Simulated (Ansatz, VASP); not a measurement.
Pt: VASP beside Ansatz

INCAR

```
ALGO = Normal
EDIFF = 1E-7
ENCUT = 520
GGA = PE
ISIF = 2
ISMEAR = 0
LASPH = True
LCHARG = False
LREAL = False
LWAVE = False
NBANDS = 11
NELM = 80
PREC = Accurate
SIGMA = 0.05
```

KPOINTS

```
k-points
0
Gamma
  8 8 8
```

File POSCAR:

```
Pt
1.0
   -1.5855398432      1.5855398432      1.5855398432
    1.5855398432     -1.5855398432      1.5855398432
    1.5855398432      1.5855398432     -1.5855398432
Pt
1
Direct
    0.0000000000      0.0000000000      0.0000000000
```

Input for Ansatz:

```yaml
crystal:
  lattice:
    - [-1.5855398432, 1.5855398432, 1.5855398432]
    - [1.5855398432, -1.5855398432, 1.5855398432]
    - [1.5855398432, 1.5855398432, -1.5855398432]
  atoms:
    - { symbol: Pt, position: [0.0, 0.0, 0.0] }
basis:
  ecutwfc: 420
  ecutrho_ratio: 4
kpoints:
  mp_grid: { grid: [8, 8, 8] }
hamiltonian:
  xc: pbe
scf:
  occupations: { method: gaussian, width: 0.05 }
output:
  forces: true
  stress: true
  eigenvalues: true
```

Alike in both runs: task single point; functional PBE; k mesh 8 × 8 × 8; occupations gaussian, width 0.05 eV; no spin polarisation.

```csv
,VASP,Ansatz
version,VASP 6.6.1,Ansatz 0.2.0
potentials or method,"VASP PAW PBE potentials, release 64 (Pt)","scalar-relativistic, plane waves, PAW"
plane-wave cutoff (eV),520,420
valence electrons in the cell,10,18
```

|  | VASP | Ansatz | Ansatz less VASP |
| --- | --- | --- | --- |
| gap on the k mesh at the Fermi level (eV) | none | none | - |
| pressure (GPa) | -0.6 | -0.2 | +0.43 |

A gap of «none» marks a metal or a gap that the smearing closes. With one functional, cell and mesh, what is left measures potentials, basis and numerics. The two sets of potentials don't hold the same shells in valence.

The runs have no spin-orbit coupling, so splittings on Pt are missing.
